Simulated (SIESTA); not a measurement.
Si:

```
Si
1.0
     0.00000    2.72185    2.72185
     2.72185    0.00000    2.72185
     2.72185    2.72185    0.00000
Si
2
Direct
  0.50000 0.50000 0.50000
  0.75000 0.75000 0.75000
```

Base run:

* Program: SIESTA 5.4.2
* Functional: vdW-DF-cx
* Potentials or basis: PseudoDojo 0.4 standard (PBE files)
* Basis: DZP (energy shift 0.003 Ry)
* Grid cutoff: 500 Ry
* Energy shift: 0.003 Ry
* k mesh: 8 × 8 × 8
* Occupations: fermi-dirac, width 0.05 eV
* Spin: no spin polarisation

Its results: band gap on the k mesh 0.58 eV, indirect (least direct gap 2.55 eV); pressure 1.8 GPa.

Task: After a change of settings the same cell gave: band gap on the k mesh 0.83 eV, indirect (least direct gap 2.70 eV); pressure 6.6 GPa. Which change was it?
A. functional from vdW-DF-cx to LDA; potentials or basis from PseudoDojo 0.4 standard (PBE files) to PseudoDojo 0.4 standard (LDA files)
B. functional from vdW-DF-cx to AM05; potentials or basis from PseudoDojo 0.4 standard (PBE files) to PseudoDojo 0.4 standard (PBEsol files)
C. functional from vdW-DF-cx to PBEsol; potentials or basis from PseudoDojo 0.4 standard (PBE files) to PseudoDojo 0.4 standard (PBEsol files)
D. functional from vdW-DF-cx to BLYP

Result: D.

Caveats: the potentials were made for another functional, which shifts forces and pressure; the basis of atomic orbitals isn't converged, which shifts pressures, moduli and gaps.
